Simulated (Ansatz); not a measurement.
Crystal: GaP.

```
CELL_PARAMETERS angstrom
0.00000 2.72525 2.72525
2.72525 0.00000 2.72525
2.72525 2.72525 0.00000
ATOMIC_POSITIONS crystal
Ga 0.00000 0.00000 0.00000
P 0.75000 0.75000 0.75000
```

```yaml
Program: Ansatz 0.2.0
Task: relaxation of cell and atoms
Functional: PBE
Potentials_or_basis: all-electron LAPW, scalar-relativistic
Basis_error_allowed: 0.001 eV/atom
k_mesh: 8 × 8 × 8
Occupations: fermi-dirac, width 0.05 eV
Spin: no spin polarisation
```

At the start: volume 20.24 Å³/atom.

Question: How do energy, volume and symmetry change on relaxing?

Answer: Over 4 steps the energy falls by 4.7 meV/atom and the volume is 20.85 Å³/atom (+3.0 %); space group F-43m (No. 216, to 0.05 Å).

Step by step:
| step | energy change (eV) | largest force (eV/Å) | volume (Å³) |
| --- | --- | --- | --- |
| 1 | 0.0000 | 0.0000 | 40.48 |
| 2 | -0.0084 | 0.0000 | 41.33 |
| 3 | -0.0094 | 0.0000 | 41.70 |
| 4 | -0.0094 | 0.0000 | 41.70 |

Final structure:
```xyz
2
Lattice="0.0000 2.7524 2.7524 2.7524 0.0000 2.7524 2.7524 2.7524 0.0000" Properties=species:S:1:pos:R:3 pbc="T T T"
Ga    0.0000    0.0000    0.0000
P     4.1286    4.1286    4.1286
```
